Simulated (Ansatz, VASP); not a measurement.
**One calculation of Si, two programs**

Contents of POSCAR:

```
Si
1.0
    0.0000000000      2.7167270373      2.7167270373
    2.7167270373      0.0000000000      2.7167270373
    2.7167270373      2.7167270373      0.0000000000
Si
2
Direct
    0.5000000000      0.5000000000      0.5000000000
    0.7500000000      0.7500000000      0.7500000000
```

INCAR.step1

```
SYSTEM = Si
ALGO = Normal
EDIFF = 1E-5
ENCUT = 520
GGA = PE
ISIF = 2
ISMEAR = 0
LASPH = .TRUE.
LCHARG = .FALSE.
LREAL = .FALSE.
LWAVE = .TRUE.
NBANDS = 11
NELM = 100
PREC = Accurate
SIGMA = 0.01
```

INCAR.step2

```
SYSTEM = Si
ALGO = Normal
EDIFF = 1E-6
ENCUT = 520
GGA = PE
HFSCREEN = 0.2079
ISIF = 2
ISMEAR = 0
ISTART = 1
LASPH = .TRUE.
LCHARG = .FALSE.
LHFCALC = .TRUE.
LREAL = .FALSE.
LWAVE = .FALSE.
NBANDS = 11
NELM = 100
PREC = Accurate
PRECFOCK = Normal
SIGMA = 0.01
```

The input KPOINTS:

```
k-points
0
G
  6 6 6
  0 0 0
```

Input for Ansatz:

```yaml
crystal:
  lattice:
    - [0.0, 2.7167270371, 2.7167270371]
    - [2.7167270371, 0.0, 2.7167270371]
    - [2.7167270371, 2.7167270371, 0.0]
  atoms:
    - { symbol: Si, position: [0.5, 0.5, 0.5] }
    - { symbol: Si, position: [0.75, 0.75, 0.75] }
basis:
  ecutwfc: 420
kpoints:
  mp_grid: { grid: [6, 6, 6] }
hamiltonian:
  xc: hse06
  pseudopotentials: { kind: paw, azcp: { folder: soft_1 } }
scf:
  occupations: { method: fixed }
output:
  forces: true
  stress: true
  eigenvalues: true
```

Alike in both runs: task single point; functional HSE06; k mesh 6 × 6 × 6; no spin polarisation.

|  | VASP | Ansatz |
| --- | --- | --- |
| version | VASP 6.6.1 | Ansatz 0.2.0 |
| potentials or method | VASP PAW PBE potentials, release 64 (Si) | scalar-relativistic, plane waves, PAW |
| plane-wave cutoff (eV) | 520 | 420 |
| occupations | gaussian, width 0.01 eV | fixed |
| valence electrons in the cell | 8 | 8 |

```csv
,VASP,Ansatz,Ansatz less VASP
gap on the k mesh at the Fermi level (eV),1.30,1.28,-0.011
least direct gap on the mesh (eV),3.33,3.31,-0.011
pressure (GPa),0.1,0.4,+0.33
```

Ansatz warned: «stress_exchange_threshold_loose».

Caveats: the PAW data sets were made with another functional, which shifts forces and pressure a little (VASP). A k mesh can miss the band edges.
